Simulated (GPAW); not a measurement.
Zr: relaxation of cell and atoms with PBEsol+D3(BJ)

Zr:

```
Zr
1.0
     3.23200    0.00000    0.00000
    -1.61600    2.79899    0.00000
     0.00000    0.00000    5.14700
Zr
2
Cartesian
  1.6160 0.9330 3.8603
  0.0000 1.8660 1.2868
```

* Program: GPAW 26.7.0
* Task: relaxation of cell and atoms
* Functional: PBEsol
* Dispersion: D3(BJ)
* Potentials or basis: PAW data sets generated in the run's folder for this functional
* Cutoff: 600 eV
* Basis: pw
* k mesh: 8 × 8 × 5
* Occupations: fermi-dirac, width 0.05 eV
* Spin: no spin polarisation
* Maxiter: 150
* Optimizer: BFGS
* Fmax: 0.02 eV/Å
* Max steps: 60
* Convergence: density=1e-05 forces=0.0001

The relaxed volume is 21.46 Å³/atom, the relaxed cell is a = 3.124 Å, b = 3.124 Å, c = 5.079 Å, α = 90.00°, β = 90.00°, γ = 120.00° and the space group after relaxing (to 0.05 Å) is P6_3/mmc (No. 194). The energy gained by relaxing is 44.8 meV/atom, the ionic steps are 7 and the pressure after relaxing is -0.1 GPa. The band gap on the k mesh is none (metal or under the smearing width) and the dispersion energy per atom is -0.625 eV.

Step by step:
```tsv
step	energy change (eV)	largest force (eV/Å)	pressure (GPa)	volume (Å³)
1	0.0000	0.0000	-7.47	46.56
2	-0.0430	0.0000	-5.52	45.49
3	-0.0869	0.0000	0.31	42.81
4	-0.0875	0.0000	0.05	42.91
5	-0.0886	0.0000	-0.29	43.03
6	-0.0894	0.0000	-0.31	43.01
7	-0.0897	0.0000	-0.12	42.92
```

Final structure:
```
Zr
1.0
     3.12375    0.00000    0.00000
    -1.56188    2.70525    0.00000
     0.00000    0.00000    5.07884
Zr
2
Direct
  0.66667 0.33333 0.75000
  0.33333 0.66667 0.25000
```

Levels at points of the mesh, in eV from the Fermi level:
| k point | band 8 | band 9 | band 10 | band 11 | band 12 | band 13 | band 14 | band 15 | band 16 | band 17 |
| --- | --- | --- | --- | --- | --- | --- | --- | --- | --- | --- |
| (0.00, 0.00, 0.00) | -25.99 | -5.81 | -3.26 | 0.84 | 0.89 | 0.89 | 1.34 | 1.62 | 1.62 | 2.43 |
| (0.50, 0.50, 0.00) | -26.15 | -2.87 | -2.63 | -2.43 | 0.05 | 0.63 | 0.75 | 1.49 | 5.52 | 5.76 |

Run time: 73 s on 1 thread of Intel(R) Xeon(R) 6975P-C (Granite Rapids) (shared host), peak memory 0.29 GiB.

Caveat: later steps reuse the first step's grids; pairwise dispersion overbinds metals, which lowers pressure and volume.
